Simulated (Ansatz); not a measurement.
## GaAs

**What was measured.** A cell as deposited of cubic GaAs (space group F-43m), temperature not stated, from the Crystallography Open Database (1963), has a = 5.654 Å and 22.59 Å³/atom.

Computed with Ansatz (plane waves, PAW, 420 eV cutoff): PBE, scalar-relativistic, no spin polarisation, Γ-centred 10×10×10 mesh, 0.05 eV Gaussian smearing. The datasets are Ansatz's generated set soft_2.

```yaml
crystal:
  lattice:
    - [0.00000, 2.87253, 2.87253]
    - [2.87253, 0.00000, 2.87253]
    - [2.87253, 2.87253, 0.00000]
  atoms:
    - { symbol: Ga, position: [0.00000, 0.00000, 0.00000] }
    - { symbol: As, position: [0.75000, 0.75000, 0.75000] }
```

The chain of runs began from a cell as deposited in COD, expanded in volume.

The cell above was scaled in volume, its shape and atoms being fixed by the lattice's symmetry. Energies are counted from the cell above.

The cell is relaxed to zero pressure at this level.

```json
{"V (Å³/atom)": "22.75", "ΔE (meV/atom)": "7.8", "P (GPa)": "2.7", "gap on the mesh (eV)": "0.46"}
{"V (Å³/atom)": "23.23", "ΔE (meV/atom)": "1.9", "P (GPa)": "1.3", "gap on the mesh (eV)": "0.31"}
{"V (Å³/atom)": "23.70", "ΔE (meV/atom)": "0.0", "P (GPa)": "0.0", "gap on the mesh (eV)": "0.16"}
{"V (Å³/atom)": "24.18", "ΔE (meV/atom)": "1.7", "P (GPa)": "-1.1", "gap on the mesh (eV)": "0.02"}
{"V (Å³/atom)": "24.65", "ΔE (meV/atom)": "?", "P (GPa)": "?", "gap on the mesh (eV)": "?"}
```

Task: Fill in the withheld row.

Result: ΔE (meV/atom): 6.5, P (GPa): -2.1, gap on the mesh (eV): metal.

Task: What do the points give for the equilibrium volume, the bulk modulus and its pressure derivative (third-order Birch–Murnaghan)?

Result: V0 = 23.70 Å³/atom, B0 = 60 GPa, B0′ isn't fixed: the energies give 5.6, and a fit of the pressures differs by over 0.35.

B0·V0 = 60.3 GPa × 23.70 Å³ = 8.91 eV/atom sets the scale: near the minimum ΔE ≈ ½ B0 V0 x², with x = V/V0 − 1, and a pressure of 0.6 GPa squeezes the volume by about 1 %. At the ends of the curve: x = −4.0 % predicts 7.1 meV/atom and the run gives 7.8; x = +4.0 % predicts 7.1 meV/atom and the run gives 6.5. Compression costs more and expansion less than the parabola says, since the crystal stiffens as it shrinks; B0′ measures that.

**Comparison.** The computed cell (5.745 Å, 23.70 Å³/atom) differs from the database's by +4.9 % in volume, about +1.6 % in length. PBE usually overestimates volumes by a few per cent. The static lattice also lacks zero-point motion and thermal expansion, roughly 0.9 to 2.2 % in volume at 300 K (room temperature assumed) by Grüneisen's rule, γ·3k_BT/(B0·V0) with γ of 1 to 2.5, so its own overestimate is larger than the figure.
